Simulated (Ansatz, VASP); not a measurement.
## One calculation of NaCl, two programs

```
CELL_PARAMETERS angstrom
2.86000 0.00000 0.00000
0.00000 2.86000 0.00000
0.00000 0.00000 2.86000
ATOMIC_POSITIONS crystal
Na 0.00000 0.00000 0.00000
Cl 0.50000 0.50000 0.50000
```

Measurements of this composition are mostly on another form, of space group No. 225.

Alike in both runs: task single point; functional PBE; k mesh 7 × 7 × 7; occupations fermi-dirac, width 0.05 eV; no spin polarisation.

|  | VASP | Ansatz |
| --- | --- | --- |
| version | VASP 6.6.1 | Ansatz 0.2.0 |
| potentials or method | VASP PAW PBE potentials, release 64 (Na_pv, Cl) | plane waves, PAW |
| plane-wave cutoff (eV) | 520 | 470 |
| valence electrons in the cell | 14 | 16 |

|  | VASP | Ansatz | Ansatz less VASP |
| --- | --- | --- | --- |
| gap on the k mesh at the Fermi level (eV) | 4.99 | 4.94 | -0.051 |

The two sets of potentials don't hold the same shells in valence.

Caveats: an odd mesh through Γ misses points on the zone boundary, where band edges often lie.
